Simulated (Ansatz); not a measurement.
I, DFT, PBE, all-electron LAPW, scalar-relativistic (Ansatz 0.2.0), run on 1 thread of Arm Neoverse V2 on a shared host.

The structure comes from a relaxation in the same program, started in the bcc type. Whether it is a known phase or the ground state wasn't checked. The listed cell was then made from it by scaling, straining or moving an atom.

Command: `ansatz run input.yaml --threads 1 --pin off --max-ram 2048MiB --backend cpu --events-out ev --progress --plain --runs-dir out`

```yaml
crystal:
  lattice:
    - [-2.1181540034, 2.1181540034, 2.1181540034]
    - [2.1181540034, -2.1181540034, 2.1181540034]
    - [2.1181540034, 2.1181540034, -2.1181540034]
  atoms:
    - { symbol: I, position: [0.0, 0.0, 0.0] }
kpoints:
  mp_grid: { grid: [14, 14, 14] }
scf:
  occupations: { method: fermi_dirac, width: 0.03 }
hamiltonian:
  xc: pbe
  pseudopotentials: { kind: all_electron, lapw: { basis_error: 0.00025 } }
output:
  forces: true
  stress: true
  eigenvalues: true
```

Problem. How large is the problem that the program sets up?

Solution. 104 irreducible k-points, 135 plane waves at Γ, 17 bands.

Problem. Estimate the wall time and the peak memory.

Solution. 6 s of wall time for 6 SCF iterations, with a peak of 0.28 GiB. Times on shared machines scatter by tens of per cent.

Problem. And the same cell and mesh by frozen-core PAW, asked for forces, stress, eigenvalues, efg, on the same hardware?

Solution. 3.2 s, peak memory 0.35 GiB.
